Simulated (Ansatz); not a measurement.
**Axial (c/a) deformation path in SnO2**

All numbers below come from DFT PBE, scalar-relativistic, plane waves, PAW in Ansatz. The runs took a 420 eV cutoff, a Γ-centred 6×6×10 mesh and Gaussian smearing (0.05 eV). No spin polarisation. Energies are free energies at this smearing, counted from the undisturbed cell; pressure is positive in compression.

Zero of the scan (relaxed at this level):

```
CELL_PARAMETERS angstrom
4.82652 0.00000 0.00000
0.00000 4.82837 0.00000
0.00000 0.00000 3.23817
ATOMIC_POSITIONS crystal
Sn 0.50000 0.50000 0.50000
Sn 0.00000 0.00000 0.00000
O 0.30650 0.30666 0.00000
O 0.80650 0.19334 0.50000
O 0.19350 0.80666 0.50000
O 0.69350 0.69334 0.00000
```

At fixed volume and fractional coordinates, lengths along (0.000, 0.000, 1.000) are scaled against those across it; ρ is that ratio over its starting value.

| ρ | ΔE (meV/atom) | pressure (GPa) | gap on the mesh (eV) |
| --- | --- | --- | --- |
| 0.800 | 311.9 | 15.2 | 1.46 |
| 0.850 | 158.0 | 9.8 | 1.31 |
| 0.920 | 39.0 | 4.1 | 1.02 |
| 0.960 | 9.0 | 1.8 | 0.84 |
| 1.000 | 0.0 | 0.0 | 0.68 |
| 1.050 | 11.8 | -1.4 | 0.52 |
| 1.100 | 43.3 | -2.1 | 0.43 |
| 1.200 | 145.7 | -1.5 | 0.48 |
| 1.300 | 281.0 | 1.1 | 0.75 |

Cost: 9 runs of about 2 core-minutes in all, on Arm Neoverse V2 (shared hosts).